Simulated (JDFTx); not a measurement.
A run of JDFTx 1.7.0 (patched build):

The input bands.in:

```
lattice \
    0.0000000000     3.3700808789     3.3700808789 \
    3.3700808789     0.0000000000     3.3700808789 \
    3.3700808789     3.3700808789     0.0000000000
coords-type Lattice
ion C      0.7500000000     0.7500000000     0.7500000000 1
ion C      0.5000000000     0.5000000000     0.5000000000 1

ion-species pseudo/C.upf
elec-cutoff 50 400
elec-ex-corr lda-PW
elec-smearing Fermi 0.0018374661
elec-n-bands 9
electronic-minimize nIterations 30 energyDiffThreshold 1e-06
davidson-band-ratio 1.3
forces-output-coords Cartesian
include path.kpoints
symmetries none
fix-electron-density run.$VAR

dump-name bands.$VAR
dump End Ecomponents EigStats BandEigs Kpoints Forces
```

The input path.kpoints:

```
kpoint +0.0000000000 +0.0000000000 +0.0000000000 0.020000000000
kpoint +0.0714285714 +0.0000000000 +0.0714285714 0.020000000000
kpoint +0.1428571429 +0.0000000000 +0.1428571429 0.020000000000
kpoint +0.2142857143 +0.0000000000 +0.2142857143 0.020000000000
kpoint +0.2857142857 +0.0000000000 +0.2857142857 0.020000000000
kpoint +0.3571428571 +0.0000000000 +0.3571428571 0.020000000000
kpoint +0.4285714286 +0.0000000000 +0.4285714286 0.020000000000
kpoint +0.5000000000 +0.0000000000 +0.5000000000 0.020000000000
kpoint +0.5000000000 +0.0833333333 +0.5833333333 0.020000000000
kpoint +0.5000000000 +0.1666666667 +0.6666666667 0.020000000000
kpoint +0.5000000000 +0.2500000000 +0.7500000000 0.020000000000
kpoint +0.4375000000 +0.3125000000 +0.7500000000 0.020000000000
kpoint +0.3750000000 +0.3750000000 +0.7500000000 0.020000000000
kpoint +0.3281250000 +0.3281250000 +0.6562500000 0.020000000000
kpoint +0.2812500000 +0.2812500000 +0.5625000000 0.020000000000
kpoint +0.2343750000 +0.2343750000 +0.4687500000 0.020000000000
kpoint +0.1875000000 +0.1875000000 +0.3750000000 0.020000000000
kpoint +0.1406250000 +0.1406250000 +0.2812500000 0.020000000000
kpoint +0.0937500000 +0.0937500000 +0.1875000000 0.020000000000
kpoint +0.0468750000 +0.0468750000 +0.0937500000 0.020000000000
kpoint +0.0000000000 +0.0000000000 +0.0000000000 0.020000000000
kpoint +0.0833333333 +0.0833333333 +0.0833333333 0.020000000000
kpoint +0.1666666667 +0.1666666667 +0.1666666667 0.020000000000
kpoint +0.2500000000 +0.2500000000 +0.2500000000 0.020000000000
kpoint +0.3333333333 +0.3333333333 +0.3333333333 0.020000000000
kpoint +0.4166666667 +0.4166666667 +0.4166666667 0.020000000000
kpoint +0.5000000000 +0.5000000000 +0.5000000000 0.020000000000
kpoint +0.5250000000 +0.4500000000 +0.5250000000 0.020000000000
kpoint +0.5500000000 +0.4000000000 +0.5500000000 0.020000000000
kpoint +0.5750000000 +0.3500000000 +0.5750000000 0.020000000000
kpoint +0.6000000000 +0.3000000000 +0.6000000000 0.020000000000
kpoint +0.6250000000 +0.2500000000 +0.6250000000 0.020000000000
kpoint +0.5625000000 +0.2500000000 +0.6875000000 0.020000000000
kpoint +0.5000000000 +0.2500000000 +0.7500000000 0.020000000000
kpoint +0.5000000000 +0.2916666667 +0.7083333333 0.020000000000
kpoint +0.5000000000 +0.3333333333 +0.6666666667 0.020000000000
kpoint +0.5000000000 +0.3750000000 +0.6250000000 0.020000000000
kpoint +0.5000000000 +0.4166666667 +0.5833333333 0.020000000000
kpoint +0.5000000000 +0.4583333333 +0.5416666667 0.020000000000
kpoint +0.5000000000 +0.5000000000 +0.5000000000 0.020000000000
kpoint +0.4791666667 +0.4791666667 +0.5416666667 0.020000000000
kpoint +0.4583333333 +0.4583333333 +0.5833333333 0.020000000000
kpoint +0.4375000000 +0.4375000000 +0.6250000000 0.020000000000
kpoint +0.4166666667 +0.4166666667 +0.6666666667 0.020000000000
kpoint +0.3958333333 +0.3958333333 +0.7083333333 0.020000000000
kpoint +0.3750000000 +0.3750000000 +0.7500000000 0.020000000000
kpoint +0.6250000000 +0.2500000000 +0.6250000000 0.020000000000
kpoint +0.5833333333 +0.1666666667 +0.5833333333 0.020000000000
kpoint +0.5416666667 +0.0833333333 +0.5416666667 0.020000000000
kpoint +0.5000000000 +0.0000000000 +0.5000000000 0.020000000000
```

Potentials or basis: SG15-PBE-1.2 with smoothed tails.

The run is started by

```console
$ jdftx -c 1 -i bands.in -o bands.out
```

Hardware: 1 thread of Intel(R) Xeon(R) 6975P-C (Granite Rapids), on a shared host.

Estimate the wall time of this run.

It took 2.8 s on 1 thread of Intel(R) Xeon(R) 6975P-C (Granite Rapids), on a shared host, peak memory 0.09 GiB. Counts: scf iterations 0, bands 9, plane waves 1292.
